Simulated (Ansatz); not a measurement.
# hcp against fcc along the 3d metals

These are results of DFT, RPBE, plane waves (420 eV) with PAW, scalar-relativistic in Ansatz, not measurements. The PAW files were generated under PBE, with cores re-solved for the functional.

Each structure is relaxed within its symmetry, in the lowest magnetic state of the tried starts. Differences under about 8 meV lie within the error of the k-point mesh.

Real scandium is paramagnetic; a moment here is an artefact of the functional.

```csv
element,E(hcp) − E(fcc) (meV/atom),V(hcp) (Å³/atom),V(fcc) (Å³/atom),state of hcp,state of fcc
Sc,-52,25.70,25.80,ferromagnetic,spin not included
Ti,-59,17.90,17.96,non-magnetic,spin not included
V,16,14.21,14.26,spin not included,spin not included
Mn,72,11.07,12.02,antiferromagnetic,antiferromagnetic
Co,-12,11.18,11.22,ferromagnetic,ferromagnetic
Ni,28,11.26,11.22,ferromagnetic,ferromagnetic
Cu,9,12.42,12.38,spin not included,spin not included
Zn,-23,15.86,15.89,spin not included,spin not included
```
